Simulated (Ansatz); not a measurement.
# PtTe under pressure: fit and missing row

PtTe, P6_3/mmc, a = 4.223 Å, c = 5.542 Å. The structure is a COD entry; whether it is the stable form wasn't checked. Ansatz: PBEsol, PAW, 420 eV, Γ-centred 12×12×8 mesh on 4 atoms, Gaussian smearing 0.10 eV; no spin polarisation. Cell and atoms are relaxed at each pressure, and no other structure is tried, so the rows at high pressure may lie past a change of phase.

| V (Å³/atom) | P (GPa) |
| --- | --- |
| ? | 90.03 |
| 17.266 | 50.06 |
| 18.761 | 24.98 |
| 19.893 | 11.98 |
| 20.822 | 4.00 |
| 21.247 | 0.99 |
| 21.398 | 0.00 |
| 21.559 | -1.00 |

Take V0 = 21.398 Å³/atom, fit the third-order Birch–Murnaghan form to the other rows, and predict the missing volume.

With the Eulerian strain f = ½[(V0/V)^(2/3) − 1] and y = P/[3f(1 + 2f)^(5/2)], the form is the line y = B0 + 1.5 B0 (B0′ − 4) f. Rows (f, y): 0.07689, 151.8; 0.04582, 146.0; 0.02491, 142.0; 0.00918, 138.8; 0.00237, 137.6; -0.00249, 135.6. Means f = 0.02611, y = 141.97; Σ(Δf)² = 0.004637, ΣΔfΔy = 0.9182; the slope is their ratio. y = 136.8 + 198.0 f GPa, so B0 = 136.8 GPa and B0′ = 4 + 2 × (198.0)/(3 × 136.8) = 4.96. P = 90.03 GPa is met at f = 0.11318 (y = 159.21), so V = V0 (1 + 2f)^(−3/2) = 15.756 Å³/atom. The run gave 15.734 Å³/atom, so the fit is 0.022 Å³/atom too high, 0.38 % of the span of the series, against an rms of 0.002 Å³/atom on the fitted rows. The row lies outside the fitted range. The points of y bend away from a line: a fourth-order term fitted to them gives P = 89.67 GPa at this row's volume (the line 90.76, the run 90.03).

Spin–orbit coupling is left out, which can shift energies with elements as heavy as these.